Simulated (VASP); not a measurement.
# SiNi3 (Pm-3m) in VASP: a series of runs

One crystal, SiNi3, is run at these levels: PBE+D3(BJ), PBE, PBEsol; tasks: relaxation of cell and atoms.

Program: VASP 6.6.1. These are calculated values, not measurements. Logs are shortened: lines on timing, memory, paths and dates and some standing lists are left out, and cuts for length are marked.

## Step 1: The crystal as given

The structure is cubic, space group Pm-3m (No. 221). The conventional cell has a = 3.464 Å, b = 3.464 Å, c = 3.464 Å, α = 90.00°, β = 90.00°, γ = 90.00°. Si (site symmetry m-3m) is surrounded by 12 Ni at 2.45 Å. Around Ni (site symmetry 4/mmm) lie 4 Si at 2.45 Å and 8 Ni at 2.45 Å.

## Step 2: Relaxation of cell and atoms, PBE+D3(BJ)

File INCAR:

```
SYSTEM = SiNi3
PREC = Accurate
ENCUT = 600
EDIFF = 1E-7
ISMEAR = 1
SIGMA = 0.1
LREAL = .False.
LASPH = .True.
NELM = 80
ALGO = Normal
ISIF = 3
LWAVE = .False.
LCHARG = .False.
GGA = PE
IVDW = 12
IBRION = 2
NSW = 90
EDIFFG = -0.005
```

File KPOINTS:

```
Automatic mesh
0
Gamma
  10 10 10
  0 0 0
```

File POSCAR:

```
SiNi3                                   
1.0
    3.4644607476      0.0000000000     -0.0000000000
   -0.0000000000      3.4644607476     -0.0000000000
    0.0000000000      0.0000000000      3.4644607476
  Si              Ni            
     1     3
Direct
     0.0000000000000000    0.0000000000000000    0.0000000000000000
     0.0000000000000000    0.5000000000000000    0.5000000000000000
     0.5000000000000000    0.0000000000000000    0.5000000000000000
     0.5000000000000000    0.5000000000000000    0.0000000000000000
```

Potentials or basis: VASP PAW PBE potentials, release 64 (Si, Ni).

On the command line:

```bash
cat potpaw_PBE.64/Si/POTCAR potpaw_PBE.64/Ni/POTCAR > POTCAR
mpirun -np 1 vasp_std > vasp.out
```

OUTCAR:

```text
SYSTEM = SiNi3
   PREC = Accurate
   ENCUT = 600
   EDIFF = 1E-7
   ISMEAR = 1
   LREAL = .False.
   LASPH = .True.
   NELM = 80
   ISIF = 3
   GGA = PE
   IVDW = 12
   IBRION = 2
   NSW = 90
   EDIFFG = -0.005
 IVDW          = 12

 ion  position               nearest neighbor table
   1  0.000  0.000  0.000-   2 2.45   3 2.45   4 2.45   2 2.45   3 2.45   2 2.45   4 2.45   2 2.45
                             3 2.45   4 2.45   3 2.45   4 2.45
   2  0.000  0.500  0.500-   1 2.45   3 2.45   4 2.45   1 2.45   4 2.45   1 2.45   3 2.45   1 2.45
                             3 2.45   4 2.45   4 2.45   3 2.45
   3  0.500  0.000  0.500-   1 2.45   2 2.45   4 2.45   1 2.45   4 2.45   2 2.45   4 2.45   4 2.45
                             1 2.45   2 2.45   1 2.45   2 2.45
   4  0.500  0.500  0.000-   1 2.45   2 2.45   3 2.45   2 2.45   3 2.45   1 2.45   3 2.45   3 2.45
                             1 2.45   2 2.45   2 2.45   1 2.45

  LATTYP: Found a simple cubic cell.
 ALAT       =     3.4644607476

  Lattice vectors:

 A1 = (   3.4644607476,   0.0000000000,   0.0000000000)
 A2 = (   0.0000000000,   3.4644607476,   0.0000000000)
 A3 = (   0.0000000000,   0.0000000000,   3.4644607476)

Analysis of symmetry for initial positions (statically):
=====================================================================
 Subroutine PRICEL returns:
 Original cell was already a primitive cell.

 Routine SETGRP: Setting up the symmetry group for a
 simple cubic supercell.

 Subroutine GETGRP returns: Found 48 space group operations
 (whereof 48 operations were pure point group operations)
 out of a pool of 48 trial point group operations.

The static configuration has the point symmetry O_h .

Analysis of symmetry for dynamics (positions and initial velocities):
=====================================================================
 Subroutine PRICEL returns:
 Original cell was already a primitive cell.

 Routine SETGRP: Setting up the symmetry group for a
 simple cubic supercell.

 Subroutine GETGRP returns: Found 48 space group operations
 (whereof 48 operations were pure point group operations)
 out of a pool of 48 trial point group operations.

The dynamic configuration has the point symmetry O_h .

 Subroutine INISYM returns: Found 48 space group operations
 (whereof 48 operations are pure point group operations),
 and found     1 'primitive' translations

[... 98 lines left out ...]
   EDIFF  = 0.1E-06   stopping-criterion for ELM
   LREAL  =      F    real-space projection
   EDIFFG = -.5E-02   stopping-criterion for IOM
   NSW    =     90    number of steps for IOM
   IBRION =      2    ionic relax: 0-MD 1-quasi-New 2-CG
   NFREE  =      1    steps in history (QN), initial steepest desc. (CG)
   ISIF   =      3    stress and relaxation
   ISYM   =      2    0-nonsym 1-usesym 2-fastsym
   POTIM  = 0.5000    time-step for ionic-motion
   TEBEG  =    0.0;   TEEND  =   0.0 temperature during run
   PSTRESS=    0.0 pullay stress
   NELECT =      34.0000    total number of electrons
   NUPDOWN=      -1.0000    fix difference up-down
   EMIN   =  10.00;   EMAX   =-10.00  energy-range for DOS
   EFERMI =   0.00;   METHOD = LEGACY
   ISMEAR =     1;   SIGMA  =   0.10  broadening in eV -4-tet -1-fermi 0-gaus
   EFERMI_NEDOS =   21; number of points for ismear=-14 and -15
   IALGO  =     38    algorithm
   IMIX   =      4    mixing-type and parameters
     AMIX     =   0.40;   BMIX     =  1.00
     AMIX_MAG =   1.60;   BMIX_MAG =  1.00
  volume/ion in A,a.u.               =      10.40        70.15
  Fermi-wavevector in a.u.,A,eV,Ry     =   1.530848  2.892884 31.885206  2.343497
  Thomas-Fermi vector in A             =   2.638274
   LORBIT       =      0    0 simple, 1 ext, 2 COOP (PROOUT), +10 PAW based schemes
   GGA     = PE    functional components
   LHFCALC =     F    Hartree Fock is set to
   AEXX    =    0.0000 exact exchange contribution
   IVDW    =    12    specifies the selected vdW correction
   LEPSILON=     F    determine dielectric tensor
   LRPA    =     F    only Hartree local field effects (RPA)
 conjugate gradient relaxation of ions
 non-spin polarized calculation
 Methfessel and Paxton  Order N= 1 SIGMA  =   0.10
  energy-cutoff  :      600.00
  volume of cell :       41.58
 maximum number of plane-waves:      1412
 NGX is ok and might be reduce to    28
   NGX = 13   NGY = 13   NGZ = 13

 number of electron      33.9999971 magnetization

 Free energy of the ion-electron system (eV)
  ---------------------------------------------------
  ext. energy  EPLUGINS =         0.00000000
  ---------------------------------------------------
  free energy    TOTEN  =       -23.64224567 eV

  energy without entropy =      -23.64216796  energy(sigma->0) =      -23.64221977

 E-fermi :  11.1742     XC(G=0): -13.2963

 val. band max:       11.1552303426   @ k =   0.1000   0.1000   0.1000
 cond. band min:      11.1756990193   @ k =   0.1000   0.1000   0.0000
 fundamental gap:      0.0204686767
 Fermi energy:        11.1741982853

 k-point     1 :       0.0000    0.0000    0.0000
  band No.  band energies     occupation
      1      -1.0120      2.00000
      2       6.0987      2.00000
      3       6.9340      2.00000
      4       6.9340      2.00000
      5       7.4776      2.00000
      6       7.4776      2.00000
[... 565 lines left out ...]
     20      17.3642      0.00000
     21      17.7894      0.00000

 [... further k-points ...]

------------------------ aborting loop because EDIFF is reached ----------------------------------------

 Edisp (eV)   -2.05043

 E8    (eV) :    -0.8750

  FORCE on cell =-STRESS in cart. coord.  units (eV):
  Direction    XX          YY          ZZ          XY          YZ          ZX
  --------------------------------------------------------------------------------------
  -------------------------------------------------------------------------------------
  Total       0.01105     0.01105     0.01105     0.00000    -0.00000     0.00000
  in kB       0.42561     0.42561     0.42561     0.00000    -0.00000     0.00000
  external pressure =        0.43 kB  Pullay stress =        0.00 kB

 VOLUME and BASIS-vectors are now :
 -----------------------------------------------------------------------------
  energy-cutoff  :      600.00
  volume of cell :       41.58
      direct lattice vectors                 reciprocal lattice vectors
     3.464460748  0.000000000  0.000000000     0.288645210  0.000000000  0.000000000
     0.000000000  3.464460748  0.000000000     0.000000000  0.288645210  0.000000000
     0.000000000  0.000000000  3.464460748     0.000000000  0.000000000  0.288645210

 POSITION                                       TOTAL-FORCE (eV/Angst)
 -----------------------------------------------------------------------------------
      0.00000      0.00000      0.00000         0.000000      0.000000      0.000000
      0.00000      1.73223      1.73223         0.000000      0.000000      0.000000
      1.73223      0.00000      1.73223         0.000000      0.000000      0.000000
      1.73223      1.73223      0.00000         0.000000      0.000000      0.000000
 -----------------------------------------------------------------------------------
    total drift:                                0.000000      0.000000      0.000000

  FREE ENERGIE OF THE ION-ELECTRON SYSTEM (eV)
  ---------------------------------------------------
  free  energy   TOTEN  =       -25.6926797086 eV

  energy  without entropy=      -25.6926020061  energy(sigma->0) =      -25.69265381

 reached required accuracy - stopping structural energy minimisation
```

OSZICAR:

```text
N       E                     dE             d eps       ncg     rms          rms(c)
DAV:   1     0.215117998949E+03    0.21512E+03   -0.17478E+04  2360   0.243E+03
DAV:   2    -0.151374506365E+02   -0.23026E+03   -0.22225E+03  2352   0.396E+02
DAV:   3    -0.271282914028E+02   -0.11991E+02   -0.11538E+02  2532   0.120E+02
DAV:   4    -0.274000417833E+02   -0.27175E+00   -0.27054E+00  2790   0.160E+01
DAV:   5    -0.274092299302E+02   -0.91881E-02   -0.91869E-02  2841   0.283E+00    0.203E+01
DAV:   6    -0.269412361989E+02    0.46799E+00   -0.54010E+01  2711   0.122E+02    0.163E+01
DAV:   7    -0.237181354355E+02    0.32231E+01   -0.15609E+01  2609   0.669E+01    0.438E+00
DAV:   8    -0.236619278060E+02    0.56208E-01   -0.65662E-01  2499   0.687E+00    0.142E+00
DAV:   9    -0.236449823641E+02    0.16945E-01   -0.31830E-02  3262   0.257E+00    0.572E-01
DAV:  10    -0.236428039368E+02    0.21784E-02   -0.29458E-03  3219   0.440E-01    0.266E-01
DAV:  11    -0.236422625663E+02    0.54137E-03   -0.89889E-04  3571   0.370E-01    0.642E-02
DAV:  12    -0.236422501312E+02    0.12435E-04   -0.13215E-04  2572   0.136E-01    0.192E-02
DAV:  13    -0.236422466713E+02    0.34598E-05   -0.10340E-05  2713   0.215E-02    0.907E-03
DAV:  14    -0.236422459491E+02    0.72222E-06   -0.10292E-06  3062   0.115E-02    0.357E-03
DAV:  15    -0.236422456009E+02    0.34824E-06   -0.17708E-07  1898   0.471E-03    0.113E-03
DAV:  16    -0.236422456667E+02   -0.65845E-07   -0.12750E-08  1331   0.109E-03
   1 F= -.25692680E+02 E0= -.25692654E+02  d E =-.256927E+02
```

It took 49 s on 1 thread of Intel Xeon Platinum 8259CL at 2.50GHz (Skylake/Cascade Lake), shared host; peak memory 0.2 GiB.

Results:

- Free energy: -25.6927 eV
- Pressure after relaxing: 0.0 GPa
- Band gap on the k mesh: none (metal or under the smearing width)
- Dispersion energy per atom: -0.513 eV

Final structure:
```yaml
crystal:
  lattice:
    - [3.46446, 0.00000, 0.00000]
    - [0.00000, 3.46446, 0.00000]
    - [0.00000, 0.00000, 3.46446]
  atoms:
    - { symbol: Si, position: [0.00000, 0.00000, 0.00000] }
    - { symbol: Ni, position: [0.00000, 0.50000, 0.50000] }
    - { symbol: Ni, position: [0.50000, 0.00000, 0.50000] }
    - { symbol: Ni, position: [0.50000, 0.50000, 0.00000] }
```

Levels at points of the mesh, in eV from the Fermi level:
```tsv
k point	band 15	band 16	band 17	band 18	band 19	band 20
(0.00, 0.00, 0.00)	-0.63	-0.28	0.06	0.06	0.06	5.19
(0.50, 0.00, 0.00)	-1.18	-0.56	0.06	3.77	3.77	5.38
(0.50, 0.50, 0.00)	-1.14	-1.04	-0.97	0.72	0.72	5.84
(0.50, 0.50, 0.50)	-1.28	-0.44	-0.19	-0.19	-0.19	1.39
```

Caveat: the relaxation stopped at its first step, so nothing moved; pairwise dispersion overbinds metals, which lowers pressure and volume.

## Step 3: Relaxation of cell and atoms, PBE

This run uses another cell than the first one, of 11.11 Å³/atom, 1.069 times its volume.

File INCAR:

```
SYSTEM = SiNi3
  PREC = Accurate
  ENCUT = 300
  EDIFF = 1E-6
  ISMEAR = 1
  SIGMA = 0.1
  LREAL = .False.
  LASPH = .True.
  NELM = 80
  ALGO = Normal
  ISIF = 3
  LWAVE = .False.
  LCHARG = .False.
  GGA = PE
  IBRION = 2
  NSW = 90
  EDIFFG = -0.01
```

File KPOINTS:

```
regular mesh
0
Gamma
  5 5 5
  0 0 0
```

File POSCAR:

```
SiNi3
1.0
    3.5420000000      0.0000000000      0.0000000000
    0.0000000000      3.5420000000      0.0000000000
    0.0000000000      0.0000000000      3.5420000000
Si Ni
1 3
Direct
    0.0000000000      0.0000000000      0.0000000000
    0.0000000000      0.5000000000      0.5000000000
    0.5000000000      0.0000000000      0.5000000000
    0.5000000000      0.5000000000      0.0000000000
```

Potentials or basis: VASP PAW PBE potentials, release 64 (Si, Ni).

On the command line:

```bash
cat potpaw_PBE.64/Si/POTCAR potpaw_PBE.64/Ni/POTCAR > POTCAR
mpirun -np 1 vasp_std > vasp.out
```

OUTCAR:

```text
SYSTEM = SiNi3
   PREC = Accurate
   ENCUT = 300
   EDIFF = 1E-6
   ISMEAR = 1
   LREAL = .False.
   LASPH = .True.
   NELM = 80
   ISIF = 3
   GGA = PE
   IBRION = 2
   NSW = 90
   EDIFFG = -0.01

 ion  position               nearest neighbor table
   1  0.000  0.000  0.000-   2 2.50   3 2.50   4 2.50   2 2.50   3 2.50   2 2.50   4 2.50   2 2.50
                             3 2.50   4 2.50   3 2.50   4 2.50
   2  0.000  0.500  0.500-   1 2.50   3 2.50   4 2.50   1 2.50   4 2.50   1 2.50   3 2.50   1 2.50
                             3 2.50   4 2.50   4 2.50   3 2.50
   3  0.500  0.000  0.500-   1 2.50   2 2.50   4 2.50   1 2.50   4 2.50   2 2.50   4 2.50   4 2.50
                             1 2.50   2 2.50   1 2.50   2 2.50
   4  0.500  0.500  0.000-   1 2.50   2 2.50   3 2.50   2 2.50   3 2.50   1 2.50   3 2.50   3 2.50
                             1 2.50   2 2.50   2 2.50   1 2.50

  LATTYP: Found a simple cubic cell.
 ALAT       =     3.5420000000

  Lattice vectors:
[... 178 lines left out ...]
  Total       -1.7676212     -1.7676212     -1.7676212      0.0000000      0.0000000     -0.0000000
  in kB      -63.7314970    -63.7314970    -63.7314970      0.0000000      0.0000000     -0.0000000
  external PRESSURE =     -63.7314970 kB  Pullay stress =       0.0000000 kB
[... 63 lines left out ...]
--------------------------------------- Ionic step        3  -------------------------------------------

 number of electron      34.0000192 magnetization

 Free energy of the ion-electron system (eV)
  ---------------------------------------------------
  ext. energy  EPLUGINS =         0.00000000
  ---------------------------------------------------
  free energy    TOTEN  =       -23.70484829 eV

  energy without entropy =      -23.70353080  energy(sigma->0) =      -23.70440913

 E-fermi :  10.6199     XC(G=0): -13.1058

 val. band max:       10.5938568555   @ k =   0.4000   0.4000   0.4000
 cond. band min:      10.6808996724   @ k =   0.0000   0.0000   0.0000
 fundamental gap:      0.0870428169
 Fermi energy:        10.6198699029

 k-point     1 :       0.0000    0.0000    0.0000
  band No.  band energies     occupation
      1      -1.2612      2.00000
      2       5.7771      2.00000
      3       6.6175      2.00000
      4       6.6175      2.00000
      5       7.1228      2.00000
      6       7.1228      2.00000
[... 260 lines left out ...]
  FREE ENERGIE OF THE ION-ELECTRON SYSTEM (eV)
  ---------------------------------------------------
  free  energy   TOTEN  =       -23.7048482899 eV

  energy  without entropy=      -23.7035308016  energy(sigma->0) =      -23.70440913

 reached required accuracy - stopping structural energy minimisation
```

OSZICAR:

```text
N       E                     dE             d eps       ncg     rms          rms(c)
DAV:   1     0.155168313535E+03    0.15517E+03   -0.11184E+04   420   0.141E+03
DAV:   2    -0.197673893672E+02   -0.17494E+03   -0.16715E+03   420   0.311E+02
DAV:   3    -0.271596956196E+02   -0.73923E+01   -0.71567E+01   470   0.836E+01
[... 30 lines left out ...]
DAV:   6    -0.237048238316E+02    0.31404E-03   -0.20739E-03   450   0.606E-01    0.368E-02
DAV:   7    -0.237048427031E+02   -0.18872E-04   -0.71580E-05   626   0.762E-02    0.298E-02
DAV:   8    -0.237048499154E+02   -0.72123E-05   -0.28370E-06   350   0.198E-02    0.812E-03
DAV:   9    -0.237048482678E+02    0.16477E-05   -0.93148E-07   233   0.846E-03    0.157E-03
DAV:  10    -0.237048482899E+02   -0.22112E-07   -0.34138E-07   215   0.414E-03
   3 F= -.23704848E+02 E0= -.23704409E+02  d E =-.278966E-01
```

It took 16 s on 1 thread of Intel Xeon Platinum 8488C (Sapphire Rapids), shared host; peak memory 0.12 GiB.

These settings aren't checked as converged: the numbers below hold their error.

What came out:

- Free energy: -23.7048 eV
- Relaxed volume: 10.77 Å³/atom
- Relaxed cell: a = 3.505 Å, b = 3.505 Å, c = 3.505 Å, α = 90.00°, β = 90.00°, γ = 90.00°
- Space group after relaxing (to 0.05 Å): Pm-3m (No. 221)
- Energy gained by relaxing: 7.0 meV/atom
- Ionic steps: 3
- Band gap on the k mesh: none (metal or under the smearing width)

Caveat: the cutoff is under 1.25 times the usual one of these potentials, so pressure, stress and relaxed cells hold a basis-set (Pulay) error.

[end of part 1 of 2]
